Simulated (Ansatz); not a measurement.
# Rh (diamond): energy against volume

Theory: Ansatz 0.2.0, DFT, PBE, plane waves (420 eV) with PAW, scalar-relativistic.

The cell is scaled uniformly from the relaxed one, with fractional coordinates and shape fixed. Energies are extrapolated to zero smearing, pressures are those at the given smearing. Magnetic state: non-magnetic.

A Birch-Murnaghan fit gives V₀ = 20.92 Å³/atom, B₀ = 129 GPa, B₀′ = 5.1.

(1) What are the energy above the minimum and the pressure at 19.280 Å³/atom?

(2) What are the energy above the minimum and the pressure at 20.118 Å³/atom?

(3) What are the energy above the minimum and the pressure at 22.633 Å³/atom?

Results:

(1) 61.1 meV/atom and 13.10 GPa as computed.

(2) 13.3 meV/atom and 5.67 GPa as computed.

(3) 48.4 meV/atom and -8.21 GPa as computed.
